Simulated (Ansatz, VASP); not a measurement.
## TePb: VASP beside Ansatz

The input INCAR:

```
PREC = Accurate
ENCUT = 520
EDIFF = 1E-7
ISMEAR = 0
SIGMA = 0.05
LREAL = F
LASPH = T
NELM = 100
ALGO = Normal
ISIF = 2
LWAVE = F
LCHARG = F
GGA = CA
NBANDS = 17
```

Contents of KPOINTS:

```
regular mesh
0
Gamma
  8 8 8
```

The input POSCAR:

```
TePb
1.0
    0.0000000000      3.2270000000      3.2270000000
    3.2270000000      0.0000000000      3.2270000000
    3.2270000000      3.2270000000      0.0000000000
Te Pb
1 1
Direct
    0.5000000000      0.5000000000      0.5000000000
    0.0058103502     -0.0058103502      0.0058103502
```

Input for Ansatz:

```yaml
crystal:
  lattice:
    - [0.0, 3.227, 3.227]
    - [3.227, 0.0, 3.227]
    - [3.227, 3.227, 0.0]
  atoms:
    - { symbol: Te, position: [0.5, 0.5, 0.5] }
    - { symbol: Pb, position: [0.0058103502, -0.0058103502, 0.0058103502] }
basis:
  ecutwfc: 420
kpoints:
  mp_grid: { grid: [8, 8, 8] }
hamiltonian:
  xc: lda
scf:
  occupations: { method: gaussian, width: 0.05 }
output:
  forces: true
  stress: true
  eigenvalues: true
```

Change from the starting cell: all Pb atoms moved +0.037 Å, as atom 2 along Cartesian [0 1 0].

Alike in both runs: task single point; functional LDA; k mesh 8 × 8 × 8; occupations gaussian, width 0.05 eV; no spin polarisation.

|  | VASP | Ansatz |
| --- | --- | --- |
| version | VASP 6.6.1 | Ansatz 0.2.0 |
| potentials or method | VASP PAW LDA potentials, release 64 (Te, Pb_d) | scalar-relativistic, plane waves, PAW |
| plane-wave cutoff (eV) | 520 | 420 |
| valence electrons in the cell | 20 | 30 |

|  | VASP | Ansatz | Ansatz less VASP |
| --- | --- | --- | --- |
| gap on the k mesh at the Fermi level (eV) | 0.64 | 0.65 | +0.014 |
| least direct gap on the mesh (eV) | 0.64 | 0.65 | +0.014 |
| pressure (GPa) | -1.5 | -1.5 | -0.06 |
| rms of the force components (eV/Å) | 0.006 | 0.004 | -0.0011 |

Atom by atom the forces differ by 0.001 eV/Å (rms over components). The two sets of potentials don't hold the same shells in valence.

Caveats: spin-orbit coupling is left out, which as a rule narrows the gap of such compounds by several tenths of an eV. A k mesh can miss the band edges.
